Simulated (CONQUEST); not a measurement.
## YN under changes of volume

One of the cells (14.500 Å³/atom); the others are scaled copies at fixed shape and fractional positions:

```
Y N
1.0
     3.44856    0.00000    0.00000
     0.00000    3.44856    0.00000
     0.00000    0.00000    4.87700
Y N
2 2
Direct
  0.00000 0.00000 0.00000
  0.50000 0.50000 0.50000
  0.00000 0.00000 0.50000
  0.50000 0.50000 0.00000
```

- Program: CONQUEST 1.3
- Functional: PBE
- Potentials or basis: PseudoDojo NC PBE, DZP, grid of 36 × 36 × 60 points
- k mesh: 8 × 8 × 6
- Occupations: fermi-dirac, width 0.05 eV
- Spin: no spin polarisation

```csv
volume (Å³/atom),energy over the lowest point (meV/atom),pressure (GPa)
13.630,?,?
13.920,31.63,11.5
14.210,14.64,7.4
14.500,3.77,4.2
14.790,0.00,0.2
15.080,2.35,-2.7
```

Problem. What does the run at 13.630 Å³/atom give?

Solution. Energy over the lowest point 56.46 meV/atom; pressure 15.8 GPa.

Worked out: A Birch-Murnaghan fit of order 3 (a polynomial in V^(-2/3)) to the other rows has its minimum at 14.82 Å³/atom with B0 = V·E''(V) = 185 GPa (rough, since the energies scatter). It gives 55.16 meV/atom at 13.630 Å³/atom, against the run's 56.46, and -dE/dV = 14.7 GPa, against 15.8.

Energies are extrapolated to zero smearing.

Caveats: the basis of atomic orbitals isn't converged, which shifts pressures, moduli and gaps; the real-space grid breaks the cell's symmetry a little.
